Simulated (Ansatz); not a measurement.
# BP (honeycomb monolayer): converging the G0W0 gap

How do accuracy and time trade against each other in G0W0 on BP (honeycomb monolayer)?

Program: Ansatz 0.2.0. Level of theory: G0W0 on PBE, plane waves, PAW; PAW set soft_1. Results are calculated unless marked as measured.

## 1. Set-up

The cell holds 2 atoms: 1 B and 1 P. Cell: a = 3.213 Å, b = 3.213 Å, c = 23.200 Å, α = 90.0°, β = 90.0°, γ = 120.0°. Vacuum lies along c.

The structure was relaxed with PBE. The runs that relaxed it are not among those shown. The Coulomb interaction is cut off across the vacuum.

## 2. 66 empty bands, screening to 27 eV

Now the one-shot GW correction: screening in the RPA, then the self-energy of the levels asked for. This step takes PAW set soft_1 files.

Input file input.yaml:

```yaml
crystal:
  lattice:
    - [3.2134492997, 0.0, 0.0]
    - [-1.6067246498, 2.7829287273, 0.0]
    - [0.0, 0.0, 23.2]
  atoms:
    - { symbol: B, position: [0.3333333333, 0.6666666667, 0.4999992744] }
    - { symbol: P, position: [0.6666666667, 0.3333333333, 0.5000007256] }
  periodic: [true, true, false]
kpoints:
  mp_grid: { grid: [6, 6, 1] }
hamiltonian:
  xc: pbe
  pseudopotentials: { kind: paw, azcp: { folder: soft_1 } }
scf:
  occupations: { method: fixed }
gw:
  n_empty_bands: 66
  ecut_chi: 27.0
  qp_bands: [v2, c2]
  qp_kpoints: band_edges
  screening: { model: contour_deformation }
```

Command:

```console
> ansatz run input.yaml --threads 4 --pin off --max-ram 17510MiB --backend cpu --events-out ev --progress --plain --runs-dir out
```

Numbers of over 12 decimals in the logs are rounded to 6 here.

Output:

```text
Warning: the atoms were moved onto the symmetric positions of the space group found under crystal.symmetry.tolerance 1.0e-5 (fractional; no operation is sought that the atoms, as they stand in a round, miss by more than twice it, and no atom is moved by as much as it), and the run uses the moved positions. Before a round's move an operation carried an atom to 3.37e-5 Å from where it should land, the largest such dist [...]
Engine: ansatz 0.2.0, aarch64-unknown-linux-gnu
Pseudopotentials: kind: paw
Pseudopotential: B, paw, valence charge 3, recommended cutoff 420 eV (normal), soft_1/B.paw.azcp
Pseudopotential: P, paw, valence charge 5, recommended cutoff 420 eV (normal), soft_1/P.paw.azcp
Functional definition: PBE
  parameter kappa = 0.804
  parameter beta = 0.066725
  exchange = pbe_x(kappa = kappa, mu = beta*pi^2/3)
  correlation = pbe_c(beta = beta)
Crystal: 2 atoms, lattice volume = 207.473 Å³
Basis set: ecut = 420 eV, 4085 PW (Γ)
Bands: 8, of which v1, the nominal top of the filled ones, is band 4 counted from 1 (3 counted from 0)
Symmetry: 12 space group operations
Space group: P-6m2 (ITA 187), of the structure as read, at distance tolerance 5.9e-5 Å
k-points: 7 of 36 (time reversal used)
Non-local potential: B, projectors of the file, l = 0: 2, l = 1: 2, l = 2: 1
Non-local potential: P, projectors of the file, l = 0: 2, l = 1: 2, l = 2: 1
PAW form: soft (Blöchl's): semilocal exchange-correlation on the pseudo side does not see the compensation charge
PAW one-centre angular grid: B, 110 points (default); XC on 64 Gauss nodes
PAW one-centre angular grid: P, 110 points (default); XC on 64 Gauss nodes
Initial density: superposition of atomic densities (neutral atoms: chi_scale 0, normalization atom)
Initial wavefunctions: pseudopotential atomic-orbital guess
Functional: x = pbe(κ = 0.804, μ = 0.219515), c = pbe(β = 0.066725)
SCF iter   1: F=—  HF=-912.465675 eV  |F-HF|=—  |Δ(HF+E_count)|=         —  Δρ=3.05e-2  dr2=2.31e0  ethr=3.10e-3  ⟨swp⟩=7.6  Hψ=517  notcnv=0  defer=13
preconditioner: auto → none  [insulator: Δε(μ)=0.038 eV  Ē_g=11.974 eV  n_scr=10 (ndim 8)  ℏωp=7.3 eV  f_vac=0.766  ε∞_Penn≈1.4]
SCF iter   2: F=—  HF=-911.738589 eV  |F-HF|=—  |Δ(HF+E_count)|=   7.27e-1  Δρ=1.18e-2  dr2=2.49e-1  ethr=3.10e-3  ⟨swp⟩=3.9  Hψ=193  notcnv=0  defer=13
SCF iter   3: F=—  HF=-911.680079 eV  |F-HF|=—  |Δ(HF+E_count)|=   5.85e-2  Δρ=4.76e-3  dr2=3.00e-2  ethr=3.10e-3  ⟨swp⟩=3.1  Hψ=146  notcnv=0  defer=12
SCF iter   4: F=—  HF=-911.674631 eV  |F-HF|=—  |Δ(HF+E_count)|=   5.45e-3  Δρ=1.08e-3  dr2=1.37e-3  ethr=3.75e-4  ⟨swp⟩=3.6  Hψ=116  notcnv=0  defer=13
SCF iter   5: F=—  HF=-911.674683 eV  |F-HF|=—  |Δ(HF+E_count)|=   5.21e-5  Δρ=7.93e-5  dr2=6.97e-6  ethr=1.71e-5  ⟨swp⟩=3.3  Hψ=107  notcnv=0  defer=13
SCF iter   6: F=—  HF=-911.674686 eV  |F-HF|=—  |Δ(HF+E_count)|=   2.32e-6  Δρ=1.65e-5  dr2=3.99e-7  ethr=8.71e-8  ⟨swp⟩=3.6  Hψ=113  notcnv=0  defer=13
SCF iter   7: F=-911.674686 eV  HF=-911.674686 eV  |F-HF|=4.08e-9  |Δ(HF+E_count)|=   1.00e-7  Δρ=2.40e-6  dr2=1.27e-8  ethr=1.25e-9  ⟨swp⟩=11.9  Hψ=513  notcnv=0
SCF 1 converged in 7 iterations: F = -911.674686 eV  dr2 = 1.27e-8
  greatest PAW one-centre occupation: 0.766 electrons in one spin orbital (limit 2), on the P atom at site 1 (counted from 0), in its partial waves of l = 0
NSCF: frozen V_eff on 7 k-points
G₀W₀ screening: q 1/7
[... further progress lines ...]
SCF converged after 7 iterations
Free energy (F): -911.674686 eV
Harris-Foulkes:  -911.674686 eV  (|F-HF|=4.08e-9)
Internal energy: -911.674686 eV  (E = F + TS)
E sigma→0 (E₀):  -911.674686 eV
Fermi energy:    -5.113918 eV
--- Per-component energies (eV) ---
  E_band       = -89.088067
  E_kinetic    = 117.451494
  E_local      = -3424.662811  (includes V_loc(G=0)·N_el)
  E_nonlocal   = 40.691968
  E_hartree    = 1643.097889
  E_xc         = -104.971711
  E_vxc        = -98.471083  (∫ρ·V_xc dr)
  E_paw        = -636.392836  (= ΣΔE_a)
  E_vpaw       = -10.291466  (= ΣTr[D̂ρ^β])
  E_aug_tail   = 0.000005  (compensation charges beyond the density's cutoff)
  E_ewald      = 1453.111316
  E_smearing   = -0.000000  (= −TS)
  E_closure    = 0.000000  (closes the sum)
  Σ components = -911.674686   (vs F -911.674686, Δ=0.00e0)
--- Band table (eV; the first three rows and the last of 7) ---
  k-point 0: bands = ["-18.8002", "-9.2584", "-6.7861", "-6.7861", "-1.3602 (-1.3603°)", "-0.4726", "-0.4726", "-0.2349"]
  k-point 1: bands = ["-18.3815", "-8.8033", "-8.5832", "-7.4606", "-1.1762 (-1.1762°)", "-0.7590 (-0.7592°)", "0.2903", "1.0136"]
  k-point 2: bands = ["-17.1924", "-11.5787", "-8.4025", "-7.5022", "-1.9620", "-1.5950", "0.7163", "1.8742"]
  k-point 6: bands = ["-15.3744", "-13.0367", "-11.3846", "-5.1139", "-4.2337", "1.2593", "2.1478", "3.3212"]
  ° read free of the cell's end (the report's vacuum.weakly_bound_levels)
--- G₀W₀: contour deformation, 6 samples at zero and on the imaginary axis and 2 off it, 36 q-points, 66 empty bands' worth ---
  eigenvalues of the whole cell's RPA ε∞ on this k-mesh (on a slab, of 1 + 4πα/V) = 1.1060, 7.3493, 7.3493; static W/v taken at q = 0 is 0.382570
  bands read: the sum over 70 bands ends inside a degenerate multiplet in 1 slot, whose members it reads at an even weight; the widest, k=0: bands 70 to 71 (counted from 1) at 1/2 each
  gw.qp_kpoints: band_edges: 6 of 7 stored k-points solved, in 2 passes; an edge of the gap read off the rows below is read off those points alone
    valence top: of the k-points left out ik 4 came nearest to being solved in a further pass, in band 4 (counted from 1, as in the quasiparticle table): it holds the edge there only if its correction is more favourable than any solved in that band by at least 2.774 eV; those differ by 0.203 eV
    conduction bottom: of the k-points left out ik 4 came nearest to being solved in a further pass, in band 6 (counted from 1, as in the quasiparticle table): it holds the edge there only if its correction is more favourable than any solved in that band by at least 3.465 eV; those differ by 1.551 eV
  `?` marks the rows in doubt; gw_qp.tsv's column doubts and the gw_qp event give each row's grounds
    ik  band        ε_KS         Σx   Σc(E_QP)       V_xc       Z   E_QP_lin       E_QP  E_QP is
     0     3     -6.7861   -17.7456     2.7999   -15.1305  0.6237    -6.6054    -6.6013  root
     0     4     -6.7861   -17.7456     2.7999   -15.1305  0.6237    -6.6054    -6.6013  root
     0     5     -1.3602    -1.6846    -2.4979    -4.2402  0.6994    -1.3021    -1.3025  root
     0     6     -0.4726    -7.7077    -3.7954   -13.2103  0.6122     0.5787     1.2345  root ?
     1     3     -8.5832   -18.1599     3.3862   -14.8583  0.5867    -8.4999    -8.4986  root ?
     1     4     -7.4606   -17.7247     2.9770   -14.8858  0.6148    -7.3249    -7.3226  root
     1     5     -1.1762    -6.8569    -4.2240   -11.8211  0.6275    -0.2915    -0.4361  root ?
     1     6     -0.7590    -2.3245    -2.7008    -5.1819  0.6884    -0.5992    -0.6025  root
     2     3     -8.4025   -17.9176     3.3286   -14.6729  0.5977    -8.3192    -8.3187  root ?
     2     4     -7.5022   -14.0066     2.5695   -11.4193  0.5610    -7.5201    -7.5200  root ?
     2     5     -1.9620    -7.7046    -4.2850   -12.7427  0.6295    -1.0561    -1.2088  root ?
     2     6     -1.5950    -6.7886    -4.2572   -11.6924  0.5568    -0.9051    -0.9484  root ?
     3     3     -8.7694   -18.0237     3.4770   -14.6132  0.5957    -8.7035    -8.7029  root ?
     3     4     -6.1703   -13.6861     1.7433   -12.0156  0.6104    -6.0981    -6.0974  root
     3     5     -3.6519    -7.1309    -3.1668   -10.8847  0.6295    -2.9926    -3.0649  root
     3     6     -2.2867    -7.7450    -4.2123   -12.6895  0.6282    -1.4167    -1.5545  root ?
     5     3     -9.9958   -17.7877     3.8263   -13.9908  0.5602    -9.9665    -9.9664  root ?
     5     4     -6.3459   -13.4565     1.7240   -11.7903  0.6066    -6.2886    -6.2881  root
     5     5     -3.0860    -7.5077    -3.3948   -11.5428  0.6166    -2.3492    -2.4457  root
     5     6     -0.2472    -7.4911    -4.7145   -12.9936  0.5867     0.6536     0.5407  root ?
     6     3    -11.3846   -17.5540     4.3526   -13.2274  0.5073   -11.3587   -11.3585  root ?
     6     4     -5.1139   -13.7041     1.1289   -12.7303  0.6275    -4.9616    -4.9588  root
     6     5     -4.2337    -7.4721    -2.9052   -11.0068  0.6279    -3.5123    -3.6041  root
     6     6      1.2593    -3.4068    -3.9278    -7.7591  0.7044     1.7105     1.6839  root
```

Run time: 5.5 s. Hardware: 4 threads of Arm Neoverse V1, shared host; peak memory 0.51 GiB.

Reading the cycles: dr2 is the Hartree energy of the density residual (eV), the measure of convergence; HF is the Harris–Foulkes estimate of the energy, which meets the free energy F at convergence.

This step gave:

```
bands summed                                 : 70
plane waves in the screening matrix          : 85
q-points in the mesh                         : 36
G0W0 gap on the mesh                         : 1.355 eV
k of the valence top                         : 0.3333, 0.3333, 0
k of the conduction bottom                   : 0.3333, 0.3333, 0
starting gap on the mesh                     : 0.8803 eV
Z at the valence top                         : 0.6275
Z at the conduction bottom                   : 0.6279
least direct G0W0 gap on the computed points : 1.355 eV
```

The gap on the mesh goes from 0.88 eV to 1.35 eV, a correction of +0.47 eV. Between the two edge states, bare exchange in place of the xc potential would open the gap by 4.51 eV, and correlation takes back 4.03 eV.

## 3. 186 empty bands, screening to 54 eV

Bands and screening cutoff are moved together, since each hides the error of the other.

input.yaml, as its differences from that of step 2:

```diff
@@ -17,4 +17,4 @@
 gw:
-  n_empty_bands: 66
-  ecut_chi: 27.0
+  n_empty_bands: 186
+  ecut_chi: 54.0
   qp_bands: [v2, c2]
```

Output:

```text
[...]
Crystal: 2 atoms, lattice volume = 207.473 Å³
Basis set: ecut = 420 eV, 4085 PW (Γ)
Bands: 8, of which v1, the nominal top of the filled ones, is band 4 counted from 1 (3 counted from 0)
Symmetry: 12 space group operations
[...]
k-points: 7 of 36 (time reversal used)
[...]
SCF iter   1: F=—  HF=-912.465675 eV  |F-HF|=—  |Δ(HF+E_count)|=         —  Δρ=3.05e-2  dr2=2.31e0  ethr=3.10e-3  ⟨swp⟩=7.6  Hψ=517  notcnv=0  defer=13
[...]
SCF iter   7: F=-911.674686 eV  HF=-911.674686 eV  |F-HF|=4.08e-9  |Δ(HF+E_count)|=   1.00e-7  Δρ=2.40e-6  dr2=1.27e-8  ethr=1.25e-9  ⟨swp⟩=11.9  Hψ=513  notcnv=0
SCF 1 converged in 7 iterations: F = -911.674686 eV  dr2 = 1.27e-8
[...]
NSCF: frozen V_eff on 7 k-points
G₀W₀ screening: q 1/7
[... further progress lines ...]
SCF converged after 7 iterations
Free energy (F): -911.674686 eV
[...]
Internal energy: -911.674686 eV  (E = F + TS)
E sigma→0 (E₀):  -911.674686 eV
Fermi energy:    -5.113918 eV
[...]
--- Band table (eV; the first three rows and the last of 7) ---
[...]
° read free of the cell's end (the report's vacuum.weakly_bound_levels)
[...]
0     3     -6.7861   -17.7456     2.5045   -15.1305  0.6175    -6.8982    -6.8967  root
     0     4     -6.7861   -17.7456     2.5045   -15.1305  0.6175    -6.8982    -6.8967  root
     0     5     -1.3602    -1.6846    -2.5437    -4.2402  0.6990    -1.3483    -1.3483  root
     0     6     -0.4726    -7.7077    -4.8564   -13.2103  0.6083     0.2718     0.1736  root
     1     3     -8.5832   -18.1599     3.1586   -14.8583  0.5776    -8.7296    -8.7262  root ?
     1     4     -7.4606   -17.7247     2.6994   -14.8858  0.6093    -7.6029    -7.6001  root
     1     5     -1.1762    -6.8569    -4.4064   -11.8211  0.6225    -0.5542    -0.6185  root
     1     6     -0.7590    -2.3245    -2.7691    -5.1819  0.6877    -0.6698    -0.6708  root
     2     3     -8.4025   -17.9176     3.0701   -14.6729  0.5925    -8.5811    -8.5772  root ?
     2     4     -7.5022   -14.0066     2.3824   -11.4193  0.5532    -7.7153    -7.7071  root ?
     2     5     -1.9620    -7.7046    -4.4597   -12.7427  0.6240    -1.3139    -1.3834  root
     2     6     -1.5950    -6.7886    -4.5576   -11.6924  0.5478    -1.2374    -1.2488  root ?
     3     3     -8.7694   -18.0237     3.2223   -14.6132  0.5915    -8.9628    -8.9576  root ?
     3     4     -6.1703   -13.6861     1.4871   -12.0156  0.6006    -6.3585    -6.3536  root
     3     5     -3.6519    -7.1309    -3.4120   -10.8847  0.6226    -3.2912    -3.3100  root
     3     6     -2.2867    -7.7450    -4.3794   -12.6895  0.6199    -1.6635    -1.7216  root
     6     3    -11.3846   -17.5540     4.1646   -13.2274  0.5093   -11.5526   -11.5465  root ?
     6     4     -5.1139   -13.7041     0.8446   -12.7303  0.6186    -5.2451    -5.2430  root
     6     5     -4.2337    -7.4721    -3.1741   -11.0068  0.6205    -3.8527    -3.8731  root
     6     6      1.2593    -3.4068    -4.1449    -7.7591  0.6806     1.4704     1.4667  root
```

It took 20 s on 4 threads; peak memory 1.1 GiB; 73 s of CPU time.

Numbers from this step:

- bands summed: 190
- plane waves in the screening matrix: 165
- q-points in the mesh: 36
- G0W0 gap on the mesh: 1.370 eV
- k of the valence top: 0.3333, 0.3333, 0
- k of the conduction bottom: 0.3333, 0.3333, 0
- starting gap on the mesh: 0.8803 eV
- Z at the valence top: 0.6186
- Z at the conduction bottom: 0.6205
- least direct G0W0 gap on the computed points: 1.370 eV

Against the run with 6×6×1 mesh, 66 empty bands, screening to 27 eV, PAW set soft_1 files, the gap moves by +0.015 eV.

## 4. 402 empty bands, screening to 90 eV

input.yaml, as its differences from that of step 3:

```diff
@@ -16,5 +16,6 @@
   occupations: { method: fixed }
+  convergence: { dr2_threshold: 1.0e-10 }
 gw:
-  n_empty_bands: 186
-  ecut_chi: 54.0
+  n_empty_bands: 402
+  ecut_chi: 90.0
   qp_bands: [v2, c2]
```

Output:

```text
[...]
Crystal: 2 atoms, lattice volume = 207.473 Å³
Basis set: ecut = 420 eV, 4085 PW (Γ)
Bands: 8, of which v1, the nominal top of the filled ones, is band 4 counted from 1 (3 counted from 0)
Symmetry: 12 space group operations
[...]
k-points: 7 of 36 (time reversal used)
[...]
3     5     -3.6518    -7.1308    -3.5520   -10.8846  0.6189    -3.4444    -3.4500  root
     3     6     -2.2866    -7.7450    -4.5315   -12.6894  0.6188    -1.8459    -1.8736  root
     6     3    -11.3844   -17.5540     4.0247   -13.2274  0.5078   -11.7096   -11.6862  root ?
     6     4     -5.1138   -13.7042     0.6809   -12.7303  0.6142    -5.4194    -5.4068  root
     6     5     -4.2335    -7.4720    -3.3237   -11.0068  0.6167    -4.0164    -4.0224  root
     6     6      1.2594    -3.4067    -4.2323    -7.7591  0.6798     1.3806     1.3794  root
[key lines of the parts left out:]
SCF converged after 9 iterations
Free energy (F): -911.674686 eV
Fermi energy:    -5.113835 eV
```

Wall time 91 s (4 threads); peak memory 2.7 GiB.

This step gave:

| Quantity | Value |
| --- | --- |
| bands summed | 406 |
| plane waves in the screening matrix | 425 |
| G0W0 gap on the mesh | 1.384 eV |
| k of the valence top | 0.3333, 0.3333, 0 |
| k of the conduction bottom | 0.3333, 0.3333, 0 |
| starting gap on the mesh | 0.8803 eV |
| least direct G0W0 gap on the computed points | 1.384 eV |

Against the run with 6×6×1 mesh, 186 empty bands, screening to 54 eV, PAW set soft_1 files, the gap moves by +0.014 eV.

## 5. 738 empty bands, screening to 135 eV

input.yaml, as its differences from that of step 4:

```diff
@@ -16,6 +16,5 @@
   occupations: { method: fixed }
-  convergence: { dr2_threshold: 1.0e-10 }
 gw:
-  n_empty_bands: 402
-  ecut_chi: 90.0
+  n_empty_bands: 738
+  ecut_chi: 135.0
   qp_bands: [v2, c2]
```

Output:

```text
[...]
Crystal: 2 atoms, lattice volume = 207.473 Å³
Basis set: ecut = 420 eV, 4085 PW (Γ)
Bands: 8, of which v1, the nominal top of the filled ones, is band 4 counted from 1 (3 counted from 0)
Symmetry: 12 space group operations
[...]
k-points: 7 of 36 (time reversal used)
[...]
3     5     -3.6519    -7.1309    -3.6272   -10.8847  0.6178    -3.5232    -3.5253  root
     3     6     -2.2867    -7.7450    -4.6225   -12.6895  0.6197    -1.9481    -1.9647  root
     6     3    -11.3846   -17.5540     3.9448   -13.2274  0.5072   -11.8058   -11.7663  root ?
     6     4     -5.1139   -13.7041     0.5940   -12.7303  0.6132    -5.5167    -5.4937  root
     6     5     -4.2337    -7.4721    -3.4011   -11.0068  0.6156    -4.0979    -4.1001  root
     6     6      1.2593    -3.4068    -4.2727    -7.7591  0.6840     1.3396     1.3390  root
[key lines of the parts left out:]
SCF converged after 7 iterations
Free energy (F): -911.674686 eV
Fermi energy:    -5.113918 eV
```

Elapsed: 5.4 min, on 4 threads; peak memory 6.3 GiB.

Numbers from this step:

| Quantity | Value |
| --- | --- |
| bands summed | 742 |
| plane waves in the screening matrix | 661 |
| G0W0 gap on the mesh | 1.394 eV |
| k of the valence top | 0.3333, 0.3333, 0 |
| k of the conduction bottom | 0.3333, 0.3333, 0 |
| starting gap on the mesh | 0.8803 eV |
| least direct G0W0 gap on the computed points | 1.394 eV |

Against the run with 6×6×1 mesh, 402 empty bands, screening to 90 eV, PAW set soft_1 files, the gap moves by +0.009 eV.

(Continued in part 2 of 2.)

[Paths, hosts, dates, memory and timing lines, banners, echoed tables and standing remarks are left out of the program output.]

[Logs are printed without paths, hosts, clocks, repeated set-up lines and the standing remarks that a program may print on its own settings, such as how far it seeks lower states.]

[Runs of the session that timed out or met a known fault of the program may be left out.]

[Cells called generated may have been cut or substituted from an entry of the Crystallography Open Database or the Materials Project.]

[Hosts, paths, dates, database ids (printed as entryN), source tags and the programs' standing remarks are cut or masked in the printed files.]
